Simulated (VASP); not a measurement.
Input of a VASP 6.6.1 run:

File POSCAR:

```
SnSe
1.0
    4.2852996762      0.0000000000      0.0000000000
    0.0000000000      4.2852996762      0.0000000000
    0.0000000000      0.0000000000     10.9893129301
Sn Se
2 2
Direct
    0.5000000000      0.0000000000      0.3715680182
    0.0000000000      0.5000000000      0.6284319818
    0.5000000000      0.0000000000      0.6152202264
    0.0000000000      0.5000000000      0.3847797736
```

File INCAR.step1:

```
SYSTEM = SnSe
PREC = Accurate
ENCUT = 520
ISMEAR = 0
SIGMA = 0.02
LREAL = .False.
LASPH = .True.
NELM = 100
NBANDS = 28
GGA = PE
ALGO = Normal
EDIFF = 1E-4
LWAVE = .True.
LCHARG = .False.
```

File INCAR.step2:

```
SYSTEM = SnSe
PREC = Accurate
ENCUT = 520
EDIFF = 1E-6
ISMEAR = 0
SIGMA = 0.02
LREAL = .False.
LASPH = .True.
NELM = 100
ALGO = Normal
ISIF = 2
LWAVE = .False.
LCHARG = .False.
METAGGA = R2SCAN
LMIXTAU = .True.
NBANDS = 28
ISTART = 1
```

The input KPOINTS:

```
Automatic mesh
0
Gamma
  6 6 4
  0 0 0
```

Potentials or basis: VASP PAW PBE potentials, release 64 (Sn_d, Se).

Run with:

```sh
$ cat potpaw_PBE.64/Sn_d/POTCAR potpaw_PBE.64/Se/POTCAR > POTCAR
$ cp INCAR.step1 INCAR
$ mpirun -np 1 vasp_std > vasp.out
$ cp INCAR.step2 INCAR
$ mpirun -np 1 vasp_std > vasp.out
```

Q: What does it give for the largest force?

A: 0.018 eV/Å.

Q: Estimate the band gap on the k mesh.

A: 1.76 eV, indirect (least direct gap 1.77 eV).

Forces in eV/Å, atoms in the order of the input:
```
Sn   0.000  0.000 -0.018
Sn   0.000  0.000  0.018
Se   0.000  0.000  0.016
Se   0.000  0.000 -0.016
```

Caveat: the PAW data sets were made with another functional, which shifts forces and pressure a little; spin-orbit coupling is left out, which moves the levels of the heavy elements.
